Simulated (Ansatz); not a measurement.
## A computed series for ZnTe: response to strain

Base system: ZnTe in the zinc blende structure (space group F-43m, No. 216).

```
ZnTe
1.0
    0.00000     3.05735     3.05735
    3.05735     0.00000     3.05735
    3.05735     3.05735     0.00000
Te Zn
1 1
Direct
  0.75000   0.75000   0.75000
  0.00000   0.00000   0.00000
```

Cartesian axes are those of the cell as printed.

Strains are applied to the cell and any free atomic positions relax; under biaxial strain the out-of-plane vector relaxes too.

Calculations: Ansatz (a quantum-chemistry and plane-wave program), r2SCAN, PAW, cutoff 500 eV, no spin-orbit coupling, earlier PAW set.

Candidates:
(a) biaxial strain +1.35 %, plane normal [111], relaxed out of plane
(b) uniaxial strain ε_zz = +4.85 %
(c) isotropic strain −2.09 %

Notes on the quantities. energy relative to the base: free energy F.

Problem. Order them by energy relative to the base, lowest first.

Solution. (a) biaxial strain +1.35 %, plane normal [111], relaxed out of plane (+3.3 meV/atom), (b) uniaxial strain ε_zz = +4.85 % (+14 meV/atom), (c) isotropic strain −2.09 % (+19 meV/atom)

No phonon test of stability was made.
